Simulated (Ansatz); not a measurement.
Runs of Ansatz 0.2.0 on Fe. It takes space group Im-3m (No. 229, cubic). The conventional cell has a = 2.886 Å, b = 2.886 Å, c = 2.886 Å, α = 90.00°, β = 90.00°, γ = 90.00°. Around Fe (site symmetry m-3m) lie 8 Fe at 2.50 Å. 

| task | level | cell | gap on the mesh (eV) | pressure (GPa) | moment (μB) |
| --- | --- | --- | --- | --- | --- |
| single point | PBE | as given | none | -11.2 | 2.16 |
| relaxation of cell and atoms | PBEsol | relaxed | none | 0.0 | (b) |
| single point | PBE | strained by -1 % | none | (a) | 2.15 |
| single point | PBE | strained by -2 % | none | -7.9 | 2.15 |

Alike in all rows: potentials or basis Ansatz PAW; spin collinear, ferromagnetic start; k mesh 10 × 10 × 10; cutoff (eV) 420; smearing fermi-dirac 0.05 eV.

Estimate the missing entries.

(a) -9.6; (b) 2.12.

Caveats: the plane-wave basis is chosen anew once the cell has moved, so the energies of steps on either side of that aren't comparable (some runs); the PAW data sets come from PBE, with cores solved anew for the run's functional, which leaves a small shift of forces and pressure (some runs).

A gap of «none» marks a metal or a gap under the smearing width.
